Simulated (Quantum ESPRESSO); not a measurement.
# HfN (F-43m) in Quantum ESPRESSO: further runs, part 2 of 2

Quantum ESPRESSO 7.5. The steps go on from the part before.

## 3. Single point, LDA, 13.91 Å³/atom

pw.in

```
&CONTROL
  calculation = 'scf'
  prefix = 'pwscf'
  outdir = './tmp'
  pseudo_dir = './pseudo'
  tstress = .true.
  disk_io = 'nowf'
/
&SYSTEM
  ibrav = 0
  nat = 2
  ntyp = 2
  ecutwfc = 45
  ecutrho = 360
  nbnd = 15
  occupations = 'smearing'
  smearing = 'fd'
  degauss = 0.00367493
/
&ELECTRONS
  conv_thr = 4d-10
  electron_maxstep = 120
  mixing_beta = 0.5
/
ATOMIC_SPECIES
Hf   178.4900 hf_lda_v1.uspp.F.UPF
N     14.0070 n_lda_v1.2.uspp.F.UPF
CELL_PARAMETERS angstrom
   0.0000000000    2.4047095306    2.4047095306
   2.4047095306    0.0000000000    2.4047095306
   2.4047095306    2.4047095306    0.0000000000
ATOMIC_POSITIONS crystal
Hf     0.0000000000    0.0000000000    0.0000000000
N      0.2500000000    0.2500000000    0.2500000000
K_POINTS automatic
9 9 9 0 0 0
```

Potentials or basis: GBRV 1.5 LDA.

Launch:

```bash
OMP_NUM_THREADS=1 mpirun -n 2 pw.x -nk 2 -in pw.in > pw.out
```

pw.out:

```text
This program is part of the open-source Quantum ESPRESSO suite
     for quantum simulation of materials; please cite
         "P. Giannozzi et al., J. Phys.:Condens. Matter 21 395502 (2009);
         "P. Giannozzi et al., J. Phys.:Condens. Matter 29 465901 (2017);
         "P. Giannozzi et al., J. Chem. Phys. 152 154105 (2020);
     in publications or presentations arising from this work. More details at

     Message from routine setup:
     using ibrav=0 with symmetry is DISCOURAGED, use correct ibrav instead

     K-points division:     npool     =       2
     Subspace diagonalization in iterative solution of the eigenvalue problem:
     a serial algorithm will be used

     G-vector sticks info
     --------------------
     sticks:   dense  smooth     PW     G-vecs:    dense   smooth      PW
     Sum        1027     511    163                21595     7727    1411

     Using Slab Decomposition

     bravais-lattice index     =            0
     lattice parameter (alat)  =       6.4265  a.u.
     unit-cell volume          =     187.6785 (a.u.)^3
[... 360 lines left out ...]
    13.8194  16.3592  17.7617  20.7812  21.3627  23.1120  25.3656

          k = 0.0000-0.3143 0.4714 (   953 PWs)   bands (ev):

   -47.5570 -16.6773 -16.4748 -16.3189  -0.1713   8.6523   9.1694  10.1915
    14.5639  16.0841  17.8348  20.9548  21.6101  22.2534  24.7269

          k =-0.0786-0.5500 0.7071 (   969 PWs)   bands (ev):
[... 11 lines left out ...]
   -47.5521 -16.6907 -16.5147 -16.3931   0.0293   8.5819   9.3533  10.8650
    13.4159  16.0668  18.2806  20.2339  21.5598  24.4354  25.8409

     the Fermi energy is    14.5901 ev

!    total energy              =    -178.96837886 Ry
     estimated scf accuracy    <          3.1E-11 Ry
     smearing contrib. (-TS)   =      -0.00033158 Ry
     internal energy E=F+TS    =    -178.96804728 Ry

     The total energy is F=E-TS. E is the sum of the following terms:
     one-electron contribution =     -21.38011859 Ry
     hartree contribution      =      19.04423237 Ry
     xc contribution           =     -80.78846193 Ry
     ewald contribution        =     -95.84369913 Ry

     convergence has been achieved in  10 iterations

     Computing stress (Cartesian axis) and pressure

     negative rho (up, down):  1.132E-01 0.000E+00
          total   stress  (Ry/bohr**3)                   (kbar)     P=       29.59
   0.00020118   0.00000000   0.00000000           29.59        0.00        0.00
   0.00000000   0.00020118   0.00000000            0.00       29.59        0.00
  -0.00000000   0.00000000   0.00020118           -0.00        0.00       29.59

=------------------------------------------------------------------------------=
   JOB DONE.
=------------------------------------------------------------------------------=
```

Run time: 8.2 s. Hardware: 2 MPI ranks of Intel Xeon Platinum 8488C (Sapphire Rapids), shared host; peak memory 0.26 GiB.

What came out:

```yaml
Free_energy: -2434.9888 eV
Pressure: 3.0 GPa
Band_gap_on_the_k_mesh: none (metal or under the smearing width)
```

## 4. Single point, LDA, 14.20 Å³/atom

pw.in, as its differences from that of step 3:

```diff
@@ -28,5 +28,5 @@
 CELL_PARAMETERS angstrom
-   0.0000000000    2.4047095306    2.4047095306
-   2.4047095306    0.0000000000    2.4047095306
-   2.4047095306    2.4047095306    0.0000000000
+   0.0000000000    2.4216446627    2.4216446627
+   2.4216446627    0.0000000000    2.4216446627
+   2.4216446627    2.4216446627    0.0000000000
 ATOMIC_POSITIONS crystal
```

Launch:

```bash
OMP_NUM_THREADS=1 mpirun -n 2 pw.x -nk 2 -in pw.in > pw.out
```

It took 8.7 s on 2 MPI ranks of Intel Xeon Platinum 8488C (Sapphire Rapids), shared host; peak memory 0.28 GiB.

It converged, with:

- Free energy: -2434.9922 eV
- Pressure: -1.7 GPa
- Band gap on the k mesh: none (metal or under the smearing width)

## 5. Single point, LDA, 14.50 Å³/atom

pw.in, as its differences from that of step 4:

```diff
@@ -28,5 +28,5 @@
 CELL_PARAMETERS angstrom
-   0.0000000000    2.4216446627    2.4216446627
-   2.4216446627    0.0000000000    2.4216446627
-   2.4216446627    2.4216446627    0.0000000000
+   0.0000000000    2.4383461881    2.4383461881
+   2.4383461881    0.0000000000    2.4383461881
+   2.4383461881    2.4383461881    0.0000000000
 ATOMIC_POSITIONS crystal
```

Launch:

```bash
OMP_NUM_THREADS=1 mpirun -n 2 pw.x -nk 2 -in pw.in > pw.out
```

Wall time 11 s (2 MPI ranks of Intel Xeon Platinum 8488C (Sapphire Rapids), shared host); peak memory 0.28 GiB.

Results (log left out):

```yaml
Free_energy: -2434.9792 eV
Pressure: -5.9 GPa
Band_gap_on_the_k_mesh: none (metal or under the smearing width)
```

## 6. Single point, LDA, 14.79 Å³/atom

pw.in, as its differences from that of step 5:

```diff
@@ -28,5 +28,5 @@
 CELL_PARAMETERS angstrom
-   0.0000000000    2.4383461881    2.4383461881
-   2.4383461881    0.0000000000    2.4383461881
-   2.4383461881    2.4383461881    0.0000000000
+   0.0000000000    2.4548220000    2.4548220000
+   2.4548220000    0.0000000000    2.4548220000
+   2.4548220000    2.4548220000    0.0000000000
 ATOMIC_POSITIONS crystal
```

Potentials or basis: GBRV 1.5 LDA.

Launch:

```bash
OMP_NUM_THREADS=1 mpirun -n 2 pw.x -nk 2 -in pw.in > pw.out
```

Run time: 9.7 s. Hardware: 2 MPI ranks of Intel Xeon Platinum 8488C (Sapphire Rapids), shared host; peak memory 0.28 GiB.

Results (log left out):

```yaml
Free_energy: -2434.9516 eV
Pressure: -9.6 GPa
Band_gap_on_the_k_mesh: none (metal or under the smearing width)
```

## 7. Single point, LDA, 15.09 Å³/atom

pw.in, as its differences from that of step 6:

```diff
@@ -28,5 +28,5 @@
 CELL_PARAMETERS angstrom
-   0.0000000000    2.4548220000    2.4548220000
-   2.4548220000    0.0000000000    2.4548220000
-   2.4548220000    2.4548220000    0.0000000000
+   0.0000000000    2.4710795731    2.4710795731
+   2.4710795731    0.0000000000    2.4710795731
+   2.4710795731    2.4710795731    0.0000000000
 ATOMIC_POSITIONS crystal
```

Launch:

```bash
OMP_NUM_THREADS=1 mpirun -n 2 pw.x -nk 2 -in pw.in > pw.out
```

Wall time 7.9 s (2 MPI ranks of Intel Xeon Platinum 8488C (Sapphire Rapids), shared host); peak memory 0.28 GiB.

Results (log left out):

```
Free energy            : -2434.9109 eV
Pressure               : -13.0 GPa
Band gap on the k mesh : none (metal or under the smearing width)
```

## 8. Single point, LDA, 15.38 Å³/atom

pw.in, as its differences from that of step 7:

```diff
@@ -28,5 +28,5 @@
 CELL_PARAMETERS angstrom
-   0.0000000000    2.4710795731    2.4710795731
-   2.4710795731    0.0000000000    2.4710795731
-   2.4710795731    2.4710795731    0.0000000000
+   0.0000000000    2.4871259940    2.4871259940
+   2.4871259940    0.0000000000    2.4871259940
+   2.4871259940    2.4871259940    0.0000000000
 ATOMIC_POSITIONS crystal
```

Launch:

```bash
OMP_NUM_THREADS=1 mpirun -n 2 pw.x -nk 2 -in pw.in > pw.out
```

It took 10 s on 2 MPI ranks of Intel Xeon Platinum 8488C (Sapphire Rapids), shared host; peak memory 0.28 GiB.

Results (log left out):

| Quantity | Value |
| --- | --- |
| Free energy | -2434.8585 eV |
| Pressure | -16.0 GPa |
| Band gap on the k mesh | none (metal or under the smearing width) |

## 9. Single point, LDA, 15.68 Å³/atom

pw.in, as its differences from that of step 8:

```diff
@@ -28,5 +28,5 @@
 CELL_PARAMETERS angstrom
-   0.0000000000    2.4871259940    2.4871259940
-   2.4871259940    0.0000000000    2.4871259940
-   2.4871259940    2.4871259940    0.0000000000
+   0.0000000000    2.5029679880    2.5029679880
+   2.5029679880    0.0000000000    2.5029679880
+   2.5029679880    2.5029679880    0.0000000000
 ATOMIC_POSITIONS crystal
```

Potentials or basis: GBRV 1.5 LDA.

Launch:

```bash
OMP_NUM_THREADS=1 mpirun -n 2 pw.x -nk 2 -in pw.in > pw.out
```

Run time: 9.6 s. Hardware: 2 MPI ranks of Intel Xeon Platinum 8488C (Sapphire Rapids), shared host; peak memory 0.28 GiB.

It converged, with:

```
Free energy            : -2434.7954 eV
Pressure               : -18.7 GPa
Band gap on the k mesh : none (metal or under the smearing width)
```

## 10. Equation of state, LDA

Potentials or basis: GBRV 1.5 LDA.

No new run: the results of the series are fitted here.

Results:

| Item | Value |
| --- | --- |
| Equilibrium volume | 14.11 Å³/atom |
| Bulk modulus | 217 GPa |
| Pressure derivative of the bulk modulus | 4.2 |

Energy against volume, from the lowest point:
```csv
volume (Å³/atom),energy (meV/atom)
13.906,1.67
14.201,0.00
14.497,6.48
14.793,20.28
15.089,40.63
15.385,66.86
15.681,98.40
```
